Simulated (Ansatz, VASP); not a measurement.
**CdTe in VASP and in Ansatz**

```xyz
2
Lattice="0.0000 3.2050 3.2050 3.2050 0.0000 3.2050 3.2050 3.2050 0.0000" Properties=species:S:1:pos:R:3 pbc="T T T"
Cd    0.0000    0.0000    0.0000
Te    4.8075    4.8075    4.8075
```

Alike in both runs: task electric field gradients; functional PBE; k mesh 9 × 9 × 9; occupations fermi-dirac, width 0.08 eV; no spin polarisation.

|  | VASP | Ansatz |
| --- | --- | --- |
| version | VASP 6.6.1 | Ansatz 0.2.0 |
| potentials or method | VASP PAW PBE potentials, release 64 (Cd, Te), cutoff 520 eV | all-electron PAW with datasets made for the crystal, scalar-relativistic |

VASP gave:

```
pressure (GPa)                                                 : 4.4
Vzz of the field gradient on the site that differs most (V/Å²) : 0.0
```

**Question.** Estimate Ansatz's values.

**Answer.** Pressure (GPa): 4.3; Vzz of the field gradient on the site that differs most (V/Å²): 0.0.

Ansatz ran all-electron here, so the differences hold the error of VASP's frozen core and of both bases. Ansatz warned: «gradients_without_spin_orbit».

Caveats: spin-orbit coupling is left out, which moves the levels of the heavy elements. A hybrid or GW would open this gap; PBE tends to underestimate it.
